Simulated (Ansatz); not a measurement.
**Band structure of Ag**

```yaml
crystal:
  lattice:
    - [0.00000, 2.04310, 2.04310]
    - [2.04310, 0.00000, 2.04310]
    - [2.04310, 2.04310, 0.00000]
  atoms:
    - { symbol: Ag, position: [0.00000, 0.00000, 0.00000] }
```

The cell is COD entry 9008459, as deposited and not checked against the literature; nothing was relaxed.

Method: DFT, PBE, all-electron LAPW, Dirac equation with spin-orbit coupling in Ansatz 0.2.0.

Numerical set-up: a Γ-centred 15×15×15 k mesh, Fermi–Dirac smearing of 0.05 eV, basis error target 1 meV/atom, no spin polarisation.

Points in fractions of the reciprocal vectors of this cell: Γ (0, 0, 0), X (0.5, 0, 0.5), U (0.625, 0.25, 0.625), K (0.375, 0.375, 0.75), L (0.5, 0.5, 0.5), W (0.5, 0.25, 0.75). The path runs Γ–X–U–K–Γ–L–W–X. Energies are in eV from the Fermi level; (×n) counts levels within 4 meV of each other, which need not be degenerate by symmetry.

List the levels at L between -14 and 8 eV.

-6.56 (×2), -5.19 (×2), -4.78 (×2), -3.20 (×2), -2.98 (×2), -0.57 (×2), 3.46 (×2).

List the levels at U between -14 and 8 eV.

-6.18 (×2), -5.76 (×2), -4.24 (×2), -3.68 (×2), -3.13 (×2), 4.11 (×2), 5.10 (×2), 6.99 (×2).

List the levels at K between -14 and 8 eV.

-6.18 (×2), -5.76 (×2), -4.24 (×2), -3.68 (×2), -3.13 (×2), 4.11 (×2), 5.10 (×2), 6.99 (×2).

What is the band gap?

none: bands cross the Fermi level, a metal.
